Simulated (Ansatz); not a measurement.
A plane-wave DFT run in Ansatz 0.2.0 (scalar-relativistic PAW potentials unless the input names others): input and command.

```yaml
crystal:
  lattice:
    - [4.9309242672, 0.0, 0.0]
    - [-2.4654621336, 4.2703056795, 0.0]
    - [0.0, 0.0, 6.2382532956]
  atoms:
    - { symbol: Sc, position: [0.0, 0.0, 0.0] }
    - { symbol: Sc, position: [0.0, 0.0, 0.5] }
    - { symbol: Sc, position: [0.3333333333, 0.6666666667, 0.75] }
    - { symbol: Sc, position: [0.6666666667, 0.3333333333, 0.25] }
    - { symbol: Al, position: [0.3333333333, 0.6666666667, 0.25] }
    - { symbol: Al, position: [0.6666666667, 0.3333333333, 0.75] }
basis:
  ecutwfc: 500
kpoints:
  mp_grid: { grid: [12, 12, 6] }
hamiltonian:
  xc: r2scan
  hubbard: { sites: [{ species: Sc, l: f, u_eff: 30.0 }] }
scf:
  occupations: { method: gaussian, width: 0.1 }
  max_iter: 80
output:
  forces: true
  eigenvalues: true
  stress: true
```

```bash
ansatz run input.yaml --threads 1 --pin off --max-ram 2560MiB --backend cpu --events-out ev --progress --plain --runs-dir out
```

Problem. What will the program do with this input?

Solution. The program refuses it, because of a U on a shell that isn't there (hamiltonian.hubbard: not typed → {"sites": [{"species": "Sc", "l": "f", "u_eff": 30.0}]}). Without that key it is accepted.

Abridged log:
```
Error: inconsistent input (hamiltonian.hubbard.sites[].l, hamiltonian.hubbard.sites[].shell): the file of Sc doesn't list 4f, and it can't be added: PBE doesn't bind the shell 4f of the free atom, whose level lies at +1.03 eV. Type an atom or ion with it (hamiltonian.pseudopotentials.projection_atoms), take another file or name another shell
```